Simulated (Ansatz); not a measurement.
# PbS: what the smearing changes

Aim: hold PbS and all else fixed and vary the smearing, to see how far energy and properties move.

Computed with Ansatz 0.2.0 (DFT, PBE, all-electron LAPW, scalar-relativistic, unless a step's input says otherwise).

## Step 1: The system as given

Symmetry: Fm-3m, No. 225, cubic system. Conventional cell: a = 6.009 Å, b = 6.009 Å, c = 6.009 Å, α = 90.00°, β = 90.00°, γ = 90.00°. Pb (site symmetry m-3m) has 6 S at 3.00 Å as nearest neighbours. Around S (site symmetry m-3m) lie 6 Pb at 3.00 Å.

As a file:

```
CELL_PARAMETERS angstrom
0.00000 3.00427 3.00427
3.00427 0.00000 3.00427
3.00427 3.00427 0.00000
ATOMIC_POSITIONS crystal
Pb 0.00000 0.00000 0.00000
S 0.50000 0.50000 0.50000
```

The structure (rocksalt type) was typed from a prototype and relaxed by PAW; whether it is the ground state wasn't tested.

Atoms are numbered in the order of the input: Pb1, S2.

## Step 2: With Methfessel–Paxton smearing of 0.2 eV

input.yaml

```yaml
crystal:
  lattice:
    - [0.0, 3.0042711419, 3.0042711419]
    - [3.0042711419, 0.0, 3.0042711419]
    - [3.0042711419, 3.0042711419, 0.0]
  atoms:
    - { symbol: Pb, position: [0.0, 0.0, 0.0] }
    - { symbol: S, position: [0.5, 0.5, 0.5] }
kpoints:
  mp_grid: { grid: [12, 12, 12] }
scf:
  occupations: { method: methfessel_paxton, width: 0.2 }
hamiltonian:
  xc: pbe
  pseudopotentials: { kind: all_electron, lapw: { basis_error: 0.00025 } }
output:
  forces: true
  stress: true
  eigenvalues: true
```

Launch:

```console
$ ansatz run input.yaml --threads 1 --pin off --max-ram 2048MiB --backend cpu --events-out ev --progress --plain --runs-dir out
```

## Step 3: With Gaussian smearing of 0.2 eV

input.yaml: that of step 2 with these lines changed.

```diff
@@ -11,3 +11,3 @@
 scf:
-  occupations: { method: methfessel_paxton, width: 0.2 }
+  occupations: { method: gaussian, width: 0.2 }
 hamiltonian:
```

## Step 4: With Gaussian smearing of 0.05 eV

input.yaml: that of step 3 with these lines changed.

```diff
@@ -11,3 +11,3 @@
 scf:
-  occupations: { method: gaussian, width: 0.2 }
+  occupations: { method: gaussian, width: 0.05 }
 hamiltonian:
```

## Step 5: With cold smearing of 0.15 eV

input.yaml: that of step 4 with these lines changed.

```diff
@@ -11,3 +11,3 @@
 scf:
-  occupations: { method: gaussian, width: 0.05 }
+  occupations: { method: cold, width: 0.15 }
 hamiltonian:
```

## Step 6: With tetrahedron filling

input.yaml: that of step 5 with these lines changed.

```diff
@@ -11,3 +11,3 @@
 scf:
-  occupations: { method: cold, width: 0.15 }
+  occupations: { method: tetrahedron }
 hamiltonian:
```

(Steps that only read results are left out.)

**Question.** What will these runs give? Wanted: gap, in all runs.

The runs gave:

| quantity | value |
| --- | --- |
| largest change of energy from «Methfessel–Paxton smearing of 0.2 eV» (zero smearing) | 0.0 meV/atom (Gaussian smearing of 0.2 eV) |
| gap, in all runs (LAPW) | 0.49 eV |

In words: Across the runs the energy spans 0.0 meV/atom. Spin-orbit coupling is left out, though the cell holds Pb; in elements this heavy it can shift bands and gaps by tenths of an eV.

The gaps are Kohn-Sham values of a semilocal functional, not quasiparticle or optical gaps. Such gaps usually fall short of the measured ones; spin-orbit coupling, left out here, narrows gaps with Pb, so the two errors partly cancel.
